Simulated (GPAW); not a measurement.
Cu:

```
CELL_PARAMETERS angstrom
0.00000 1.80750 1.80750
1.80750 0.00000 1.80750
1.80750 1.80750 0.00000
ATOMIC_POSITIONS crystal
Cu 0.00000 0.00000 0.00000
```

Program: GPAW 26.7.0. Alike in all runs: potentials or basis GPAW PAW data sets (gpaw-data 1.2.1), pw; no spin polarisation; cell as given; smearing fermi-dirac 0.05 eV.

Task: Order these runs on this cell by their pressure, lowest first.
A. level r2SCAN+U; U Cu d U = 8 eV; k mesh 13 × 13 × 13; cutoff (eV) 600; maxiter 150; U projector left unscaled no; k mesh for the DOS 19 × 19 × 19; dos width 0.2 eV
B. level PBE; k mesh 10 × 10 × 10; cutoff (eV) 500; maxiter 80
C. level MS2+U; U Cu d U = 3 eV; k mesh 13 × 13 × 13; cutoff (eV) 600; maxiter 150; U projector left unscaled no

Result: C (-6.0 GPa), A (-1.0 GPa), B (2.0 GPa).

Caveats: with this Cu data set, volumes or pressures lay over 1.5 % or 2 GPa off other programs in two to four cells of ten; the PAW data sets were made with another functional, which shifts forces and pressure a little (some runs); U without spin polarisation on a metal has little footing (some runs); the U is typed as a test and isn't derived for this compound (some runs); the cutoff is short for stress and forces, so pressures can be off by a GPa or more (some runs).
